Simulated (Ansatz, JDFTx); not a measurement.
Given: the input of a run of Ansatz 0.2.0 on MgO. The cell is a database's computed one, not the measured one.

The input input.yaml:

```yaml
crystal:
  lattice:
    - [0.0, 2.0970013927, 2.0970013927]
    - [2.0970013927, 0.0, 2.0970013927]
    - [2.0970013927, 2.0970013927, 0.0]
  atoms:
    - { symbol: Mg, position: [0.0, 0.0, 0.0] }
    - { symbol: O, position: [0.5, 0.5, 0.5] }
kpoints:
  mp_grid: { grid: [11, 11, 11] }
scf:
  occupations: { method: fermi_dirac, width: 0.05 }
hamiltonian:
  xc: pbe
  dispersion: d3bj
  pseudopotentials: { kind: all_electron, lapw: { basis_error: 0.001 } }
output:
  forces: true
  stress: true
relax:
  f_tol: 0.01
  max_steps: 60
  cell: {}
```

Potentials or basis: all-electron LAPW, scalar-relativistic.

Command:

```bash
$ ansatz run input.yaml --threads 1 --pin off --max-ram 3072MiB --backend cpu --events-out ev --progress --plain --runs-dir out
```

Problem. Translate it to JDFTx 1.7.0 (patched build). Potentials or basis there: PseudoDojo-SR-PBE-0.5-standard, cutoff 1143 eV.

Solution. As run (cutoffs and basis follow the program's own potentials, and thresholds, step limits or extra output files can differ):

Contents of MgO.in:

```
lattice Face-Centered Cubic 7.9255166303
coords-type Lattice
ion Mg     0.0000000000     0.0000000000     0.0000000000 1
ion O      0.5000000000     0.5000000000     0.5000000000 1

ion-species pseudo/Mg.upf
ion-species pseudo/O.upf
elec-cutoff 42 336
elec-ex-corr gga-PBE
van-der-waals D3BJ
kpoint-folding 11 11 11
elec-smearing Fermi 0.0018374661
elec-n-bands 14
electronic-SCF nIterations 100 energyDiffThreshold 1e-09
electronic-minimize nIterations 30 energyDiffThreshold 1e-7
forces-output-coords Cartesian
lattice-minimize nIterations 40 energyDiffThreshold 1e-6

dump-name run.$VAR
dump End Ecomponents EigStats BandEigs Kpoints Forces Stress ElecDensity Dtot KEdensity
```

Potentials or basis: PseudoDojo-SR-PBE-0.5-standard.

The run is started by

```bash
$ jdftx -c 1 -i MgO.in -o MgO.out
```

Both were run:

|  | Ansatz | JDFTx |
| --- | --- | --- |
| Relaxed volume | 9.32 Å³/atom | 9.30 Å³/atom |
| Relaxed cell | a = 2.976 Å, b = 2.976 Å, c = 2.976 Å, α = 60.00°, β = 60.00°, γ = 60.00° | a = 2.974 Å, b = 2.974 Å, c = 2.974 Å, α = 60.00°, β = 60.00°, γ = 60.00° |
| Space group after relaxing | Fm-3m (No. 225) | Fm-3m (No. 225) |
| Pressure after relaxing | 0.0 GPa | 0.0 GPa |

Where Ansatz's input types no cutoff or centring, it takes its own default and a Γ-centred mesh.

Pressure is positive in compression.
